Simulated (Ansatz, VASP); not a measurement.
**Two plane-wave programs on Sb**

```
Sb
1.0
     0.00000    2.34112    2.34112
     2.34112    0.00000    2.34112
     2.34112    2.34112    0.00000
Sb
1
Direct
  0.00000 0.00000 0.00000
```

Alike in both runs: task single point; functional revPBE; k mesh 13 × 13 × 13; occupations fermi-dirac, width 0.1 eV; no spin polarisation.

|  | VASP | Ansatz |
| --- | --- | --- |
| version | VASP 6.6.1 | Ansatz 0.2.0 |
| potentials or method | VASP PAW PBE potentials, release 64 (Sb) | plane waves (420 eV) with PAW, scalar-relativistic |
| plane-wave cutoff (eV) | 520 | 420 |
| valence electrons in the cell | 5 | 15 |

Ansatz gave:

* pressure (GPa): 5.7

Which values does VASP return?

Pressure (GPa): 5.5.

The functional is the same, so the differences come from potentials, cutoffs and numerics. The two sets of potentials don't hold the same shells in valence.

Caveats: the PAW data sets were made with another functional, which shifts forces and pressure a little (VASP). Spin-orbit coupling is left out, which matters for the levels of Sb.
